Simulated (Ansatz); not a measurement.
Input of an Ansatz 0.2.0 run:

input.yaml

```yaml
crystal:
  lattice:
    - [3.02557, 0.0, 0.0]
    - [0.0, 3.02557, 0.0]
    - [0.0, 0.0, 9.30163]
  atoms:
    - { symbol: Ti, position: [0.0, 0.0, 0.0] }
    - { symbol: Te, position: [0.0, 0.0, 0.29431] }
    - { symbol: Te, position: [0.0, 0.0, 0.70569] }
hamiltonian:
  xc: lda
  pseudopotentials: { kind: paw }
  hubbard: { sites: [{ species: Ti, l: d, u_eff: 3.0 }] }
kpoints:
  mp_grid: { grid: [9, 9, 3] }
scf:
  occupations: { method: fermi_dirac, width: 0.05 }
output:
  forces: true
  stress: true
  eigenvalues: true
  write_density: true
  write_potential: true
  elf: true
  volumetric_format: npy
```

Potentials or basis: Ansatz PAW.

The run is started by

```console
$ ansatz run input.yaml --threads 2 --pin off --max-ram 5632MiB --backend cpu --events-out ev --progress --plain --runs-dir out
```

(1) Predict the largest force.

(2) Estimate the band gap on the k mesh.

Results:

(1) 0.010 eV/Å.

(2) none (metal or under the smearing width).

Caveat: U without spin polarisation on a metal has little footing; the PAW data sets come from PBE, with cores solved anew for the run's functional, which leaves a small shift of forces and pressure; the U is typed as a test and isn't derived for this compound.
